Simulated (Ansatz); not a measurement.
# P (Pm-3m): compression over a wide range

How does P (Pm-3m) respond to strong compression and slight expansion? Whether the element takes this structure at low temperature is a separate question.

Program: Ansatz 0.2.0. Level of theory: DFT r²SCAN, scalar-relativistic, plane waves, PAW. These are calculated values, not measurements.

The runs add the D3(BJ) dispersion term to the functional named.

**1. The structure to begin with**

It takes space group Pm-3m (No. 221, cubic). Conventional cell: a = 2.419 Å, b = 2.419 Å, c = 2.419 Å, α = 90.00°, β = 90.00°, γ = 90.00°. Around P (site symmetry m-3m) lie 6 P at 2.42 Å.

As a file:

```
CELL_PARAMETERS angstrom
2.41868 0.00000 0.00000
0.00000 2.41868 0.00000
0.00000 0.00000 2.41868
ATOMIC_POSITIONS crystal
P 0.00000 0.00000 0.00000
```

This cell comes from an earlier session at r²SCAN: 14.149 Å³/atom at -0.03 GPa, on a 18×18×18 mesh.

**2. Volume × 0.96**

input.yaml

```yaml
crystal:
  lattice:
    - [2.3859885412, 0.0, 0.0]
    - [0.0, 2.3859885412, 0.0]
    - [0.0, 0.0, 2.3859885412]
  atoms:
    - { symbol: P, position: [0.0, 0.0, 0.0] }
basis:
  ecutwfc: 500
  ecutrho_ratio: 4
kpoints:
  mp_grid: { grid: [18, 18, 18] }
hamiltonian:
  xc: r2scan
  dispersion: d3bj
scf:
  occupations: { method: gaussian, width: 0.05 }
output:
  forces: true
  stress: true
  eigenvalues: true
```

Command:

```console
> ansatz run input.yaml --threads 1 --pin off --max-ram 2560MiB --backend cpu --events-out ev --progress --plain --runs-dir out
```

After this run come: Volume × 1.04; Volume × 0.92; Volume × 0.88; Volume × 0.84; Volume × 0.8; Volume × 0.76; Volume × 0.72; Volume × 0.68; Volume × 0.64.

What does the calculation give? Wanted: range of pressure; V0; B0; B0′.

The runs gave:

| quantity | value |
| --- | --- |
| range of pressure | -4.2 to 145.8 GPa |
| V0 (fit) | 14.10 Å³/atom |
| B0 (fit) | 140 GPa |
| B0′ (fit) | 3.84 |

A third-order Birch-Murnaghan fit follows the points with an rms miss of 1.46 meV/atom. The k mesh is not the same at all volumes. Symmetry fixes shape and sites, so only the volume changes. Other structures may be lower in enthalpy at these pressures.
